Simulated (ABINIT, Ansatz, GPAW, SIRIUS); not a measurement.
**Cu: 5 runs at one level of theory**

```
CELL_PARAMETERS angstrom
2.53410 0.00000 0.00000
-1.26705 2.19459 0.00000
0.00000 0.00000 4.11257
ATOMIC_POSITIONS crystal
Cu 0.66667 0.33333 0.75000
Cu 0.33333 0.66667 0.25000
```

This isn't the form of Cu at room conditions, which is fcc.

Alike in all runs: task single point; functional PBEsol; k mesh 12 × 12 × 7; occupations fermi-dirac, width 0.05 eV; no spin polarisation; no spin-orbit coupling. Pressure is positive in compression and, in plane waves, holds the error of the finite cutoff, which Ansatz's Pulay term estimates and takes out.

```tsv
program and potentials	plane-wave cutoff (eV)	notes	pressure (GPa)
Ansatz, Ansatz PAW	420	potentials made for PBE, which Ansatz adapts in part; 19 valence electrons an atom on average; Pulay term of +0.12 GPa included	-1.42
ABINIT, PseudoDojo NC SR PBEsol v0.4.1 standard	1252	19 valence electrons an atom on average	-1.78
Ansatz, all-electron LAPW, scalar-relativistic	-	-	-1.43
GPAW, PAW data sets generated for this functional	600	11 valence electrons an atom on average; this data set often lies off other programs	0.62
SIRIUS, PseudoDojo 0.4.1 PBEsol standard (scalar relativistic)	1254	19 valence electrons an atom on average	-1.73
```

The pressure spans -1.78 (ABINIT, PseudoDojo NC SR PBEsol v0.4.1 standard) to 0.62 GPa (GPAW, PAW data sets generated for this functional), with all-electron results at -1.43. The pressure on the cell as given of GPAW, PAW data sets generated for this functional lies far from the others; the cause wasn't traced.

The functional is the same throughout but for its coding, so the spread measures potentials, basis and numerics; runs on potential files found faulty are left out.
